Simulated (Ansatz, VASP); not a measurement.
## As: VASP beside Ansatz

Contents of INCAR:

```
PREC = Accurate
ENCUT = 520
EDIFF = 1E-6
ISMEAR = -1
SIGMA = 0.05
LREAL = False
LASPH = True
NELM = 100
ALGO = Normal
ISIF = 2
LWAVE = False
LCHARG = False
NBANDS = 12
```

The input KPOINTS:

```
regular mesh
0
Gamma
  13 13 13
```

POSCAR

```
As
1.0
    0.0000000000      2.7071634945      2.7071634945
    2.7071634945      0.0000000000      2.7071634945
    2.7071634945      2.7071634945      0.0000000000
As
2
Direct
   -0.1250000000     -0.1250000000     -0.1250000000
    0.1250000000      0.1250000000      0.1250000000
```

Input for Ansatz:

```yaml
crystal:
  lattice:
    - [0.0, 2.7071634945, 2.7071634945]
    - [2.7071634945, 0.0, 2.7071634945]
    - [2.7071634945, 2.7071634945, 0.0]
  atoms:
    - { symbol: As, position: [-0.125, -0.125, -0.125] }
    - { symbol: As, position: [0.125, 0.125, 0.125] }
kpoints:
  mp_grid: { grid: [13, 13, 13] }
scf:
  occupations: { method: fermi_dirac, width: 0.05 }
hamiltonian:
  xc: lda
  pseudopotentials: { kind: all_electron, lapw: { basis_error: 0.001 } }
output:
  forces: true
  stress: true
  eigenvalues: true
  populations: true
```

Change from the starting cell: volume scaled by 0.75, LAPW.

Alike in both runs: task single point; functional LDA; k mesh 13 × 13 × 13; occupations fermi-dirac, width 0.05 eV; no spin polarisation.

|  | VASP | Ansatz |
| --- | --- | --- |
| version | VASP 6.6.1 | Ansatz 0.2.0 |
| potentials or method | VASP PAW LDA potentials, release 64 (As) | all-electron LAPW, scalar-relativistic |
| plane-wave cutoff (eV) | 520 | see its input |

```tsv
	VASP	Ansatz	Ansatz less VASP
pressure (GPa)	27.6	26.6	-0.95
```

Ansatz ran all-electron here, so the differences hold the error of VASP's frozen core and of both bases.

Caveats: so large a pressure means that the cell lies far from this level's equilibrium, or that cutoff or potentials fall short (VASP).
